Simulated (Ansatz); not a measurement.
Vibrational response of InP at 30 GPa

Computed with DFT PBEsol, scalar-relativistic, plane waves, PAW in Ansatz 0.2.0. Cutoff 420 eV, 14×14×14 k-points (Γ-centred), Fermi-Dirac smearing of 0.15 eV. No spin polarisation. Phonons by linear response, acoustic sum rule imposed.

The cell, relaxed at 30 GPa:
```
CELL_PARAMETERS angstrom
0.00000 2.54192 2.54192
2.54192 0.00000 2.54192
2.54192 2.54192 0.00000
ATOMIC_POSITIONS crystal
In 0.00000 0.00000 0.00000
P 0.50000 0.50000 0.50000
```

In a metal, frequencies and elastic constants depend on the k mesh and the smearing, soft modes and shear constants most. Other phases may be more stable at this pressure.

Optical modes at Γ; i marks an imaginary frequency:
| frequency (cm⁻¹) | degeneracy |
| --- | --- |
| 295 | 3 |

All 3 optical modes at Γ are real: no displacement of atoms at fixed cell lowers the energy to second order. Strains and modes at other wave vectors aren't tested by this run.

This rock-salt form isn't the usual stable structure of the compound at low pressure.

Cost: 1 run of about 0.46 core-minutes, on Arm Neoverse V2 (shared hosts).